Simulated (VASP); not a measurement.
# Ba in VASP: a series of runs, part 2 of 2

VASP 6.6.1. Earlier steps stand in the parts before.

**5. Single point, LDA**

Contents of INCAR:

```
SYSTEM = Ba
ADDGRID = .False.
ALGO = Normal
EDIFF = 1E-6
ENCUT = 450
GGA = CA
ISIF = 2
ISMEAR = -1
LASPH = .False.
LCHARG = .False.
LREAL = .False.
LWAVE = .False.
NBANDS = 11
NELM = 100
PREC = Accurate
SIGMA = 0.2
```

Contents of KPOINTS:

```
k-points
0
Gamma
  4 4 4
  0 0 0
```

Contents of POSCAR:

```
Ba
1.0
    4.3404360000      0.0427450000      0.0778240000
   -2.1332000000      3.6827230000     -0.0419260000
    0.0706370000     -0.0031590000      3.9204320000
Ba
1
Direct
    0.0107920000      0.0146870000     -0.0229320000
```

Potentials or basis: VASP PAW LDA potentials, release 64 (Ba_sv).

Launch:

```
$ cat potpaw_LDA.64/Ba_sv/POTCAR > POTCAR
$ mpirun -np 1 vasp_std > vasp.out
```

OUTCAR:

```text
SYSTEM = Ba
   EDIFF = 1E-6
   ENCUT = 450
   GGA = CA
   ISIF = 2
   ISMEAR = -1
   LASPH = .False.
   LREAL = .False.
   NELM = 100
   PREC = Accurate

 Found     36 irreducible k-points:

 Following reciprocal coordinates:
            Coordinates               Weight
  0.000000  0.000000  0.000000      1.000000
  0.250000 -0.000000  0.000000      2.000000
  0.500000 -0.000000  0.000000      1.000000
 -0.000000  0.250000  0.000000      2.000000
  0.250000  0.250000 -0.000000      2.000000
  0.500000  0.250000  0.000000      2.000000
   k-points           NKPTS =     36   k-points in BZ     NKDIM =     36   number of bands    NBANDS=     11
   number of dos      NEDOS =    301   number of ions     NIONS =      1
   total plane-waves  NPLWV =  25200
   dimension x,y,z NGX =    30 NGY =   30 NGZ =   28
   dimension x,y,z NGXF=    60 NGYF=   60 NGZF=   56
   ions per type =               1
   NGX,Y,Z   is equivalent  to a cutoff of  11.49, 11.72, 11.87 a.u.
   NGXF,Y,Z  is equivalent  to a cutoff of  22.98, 23.44, 23.74 a.u.
 SYSTEM =  Ba
   PREC   = accura    normal or accurate (medium, high low for compatibility)
   ISTART =      0    job   : 0-new  1-cont  2-samecut
   ICHARG =      2    charge: 1-file 2-atom 10-const
   ISPIN  =      1    spin polarized calculation?
   LNONCOLLINEAR =      F non collinear calculations
   LSORBIT =      F    spin-orbit coupling
   LASPH  =      F    aspherical Exc in radial PAW
   ENCUT  =  450.0 eV  33.07 Ry    5.75 a.u.   7.51  7.36  6.78*2*pi/ulx,y,z
   NELM   =    100;   NELMIN=  2; NELMDL= -5     # of ELM steps
   EDIFF  = 0.1E-05   stopping-criterion for ELM
   LREAL  =      F    real-space projection
   EDIFFG = 0.1E-04   stopping-criterion for IOM
   NSW    =      0    number of steps for IOM
   IBRION =     -1    ionic relax: 0-MD 1-quasi-New 2-CG
   NFREE  =      0    steps in history (QN), initial steepest desc. (CG)
   ISIF   =      2    stress and relaxation
   ISYM   =      2    0-nonsym 1-usesym 2-fastsym
   POTIM  = 0.5000    time-step for ionic-motion
   TEBEG  =    0.0;   TEEND  =   0.0 temperature during run
   PSTRESS=    0.0 pullay stress
   NELECT =      10.0000    total number of electrons
   NUPDOWN=      -1.0000    fix difference up-down
   EMIN   =  10.00;   EMAX   =-10.00  energy-range for DOS
   EFERMI =   0.00;   METHOD = LEGACY
   ISMEAR =    -1;   SIGMA  =   0.20  broadening in eV -4-tet -1-fermi 0-gaus
   EFERMI_NEDOS =   21; number of points for ismear=-14 and -15
   IALGO  =     38    algorithm
   IMIX   =      4    mixing-type and parameters
     AMIX     =   0.40;   BMIX     =  1.00
     AMIX_MAG =   1.60;   BMIX_MAG =  1.00
  volume/ion in A,a.u.               =      63.00       425.17
  Fermi-wavevector in a.u.,A,eV,Ry     =   0.886379  1.675014 10.689661  0.785668
  Thomas-Fermi vector in A             =   2.007537
   LORBIT       =      0    0 simple, 1 ext, 2 COOP (PROOUT), +10 PAW based schemes
   GGA     = CA    functional components
   LHFCALC =     F    Hartree Fock is set to
   AEXX    =    0.0000 exact exchange contribution
   IVDW    =     0    specifies the selected vdW correction
   LEPSILON=     F    determine dielectric tensor
   LRPA    =     F    only Hartree local field effects (RPA)
 non-spin polarized calculation
  energy-cutoff  :      450.00
  volume of cell :       63.00
 maximum number of plane-waves:      1380
   NGX = 15   NGY = 15   NGZ = 13

 number of electron      10.0000000 magnetization

 Free energy of the ion-electron system (eV)
  ---------------------------------------------------
  ext. energy  EPLUGINS =         0.00000000
  ---------------------------------------------------
  free energy    TOTEN  =        -2.13233260 eV

  energy without entropy =       -1.87372876  energy(sigma->0) =       -2.00303068

 E-fermi :   1.3771     XC(G=0):  -7.5964

 val. band max:        1.3034518583   @ k =  -0.2500   0.5000   0.2500
 cond. band min:       1.3830410845   @ k =   0.5000  -0.0000   0.2500
 fundamental gap:      0.0795892261
 Fermi energy:         1.3771289227

 k-point     1 :       0.0000    0.0000    0.0000
  band No.  band energies     occupation
      1     -27.5252      2.00000
      2     -12.4828      2.00000
      3     -12.4643      2.00000
      4     -12.3603      2.00000
      5      -1.2706      2.00000
      6       1.4863      0.73367
      7       2.9685      0.00070
      8       3.2415      0.00018
      9       6.2495      0.00000
     10       6.3183      0.00000
     11       7.5431      0.00000
[... 57 lines left out ...]
 k-point     6 :       0.5000    0.2500    0.0000
  band No.  band energies     occupation
      1     -27.4827      2.00000
      2     -12.8732      2.00000
      3     -12.6982      2.00000
      4     -12.3078      2.00000
      5       0.9371      1.80053
      6       1.7141      0.31293
      7       2.1331      0.04463
      8       4.6753      0.00000
      9       5.3620      0.00000
     10       5.6735      0.00000
     11       6.7436      0.00000

 [... further k-points ...]

------------------------ aborting loop because EDIFF is reached ----------------------------------------

  FORCE on cell =-STRESS in cart. coord.  units (eV):
  Direction    XX          YY          ZZ          XY          YZ          ZX
  --------------------------------------------------------------------------------------
  -------------------------------------------------------------------------------------
  Total       -0.5281026     -0.4566155     -0.2671093     -0.0498780     -0.0027451      0.0539078
  in kB      -13.4295956    -11.6116850     -6.7925633     -1.2683934     -0.0698068      1.3708710
  external PRESSURE =     -10.6112813 kB  Pullay stress =       0.0000000 kB

 VOLUME and BASIS-vectors are now :
 -----------------------------------------------------------------------------
  energy-cutoff  :      450.00
  volume of cell :       63.00
      direct lattice vectors                 reciprocal lattice vectors
     4.340436000  0.042745000  0.077824000     0.229156949  0.132692299 -0.004021951
    -2.133200000  3.682723000 -0.041926000    -0.002663728  0.269998278  0.000265553
     0.070637000 -0.003159000  3.920432000    -0.004577452  0.000253366  0.255156610

 POSITION                                       TOTAL-FORCE (eV/Angst)
 -----------------------------------------------------------------------------------
      0.08453      0.05146      3.83075         0.000000      0.000000      0.000000
 -----------------------------------------------------------------------------------
    total drift:                               -0.000002     -0.000001     -0.000005

  FREE ENERGIE OF THE ION-ELECTRON SYSTEM (eV)
  ---------------------------------------------------
  free  energy   TOTEN  =        -2.1323326004 eV

  energy  without entropy=       -1.8737287616  energy(sigma->0) =       -2.00303068
```

OSZICAR:

```text
N       E                     dE             d eps       ncg     rms          rms(c)
DAV:   1     0.477347542916E+02    0.47735E+02   -0.39953E+03   792   0.672E+02
DAV:   2     0.170762877297E+00   -0.47564E+02   -0.46467E+02   938   0.133E+02
DAV:   3    -0.205316310383E+01   -0.22239E+01   -0.22040E+01  1049   0.287E+01
DAV:   4    -0.213963459617E+01   -0.86471E-01   -0.86277E-01  1083   0.499E+00
DAV:   5    -0.214100585161E+01   -0.13713E-02   -0.13712E-02  1032   0.541E-01    0.185E+00
DAV:   6    -0.213525774633E+01    0.57481E-02   -0.55879E-03   927   0.597E-01    0.108E+00
DAV:   7    -0.213228192614E+01    0.29758E-02   -0.89687E-03   959   0.774E-01    0.520E-02
DAV:   8    -0.213232581526E+01   -0.43889E-04   -0.45362E-04  1149   0.116E-01    0.176E-02
DAV:   9    -0.213233243213E+01   -0.66169E-05   -0.17792E-05  1028   0.249E-02    0.693E-03
DAV:  10    -0.213233260040E+01   -0.16827E-06   -0.18363E-06   818   0.679E-03
   1 F= -.21323326E+01 E0= -.20030307E+01  d E =-.258604E+00
```

Run time: 6.1 s. Hardware: 1 thread of Intel Xeon 6975P-C (Granite Rapids), shared host; peak memory 0.15 GiB.

The run converged, but some of its settings lie outside the range that counts as converged, so its numbers aren't taken as properties of the crystal.

What came out:

```yaml
Free_energy: -2.1323 eV
Pressure: -1.1 GPa
```

Caveat: the k mesh is coarse (spacing up to 0.42 Å⁻¹), so the values aren't converged; the mesh shows a gap though the element is a metal.
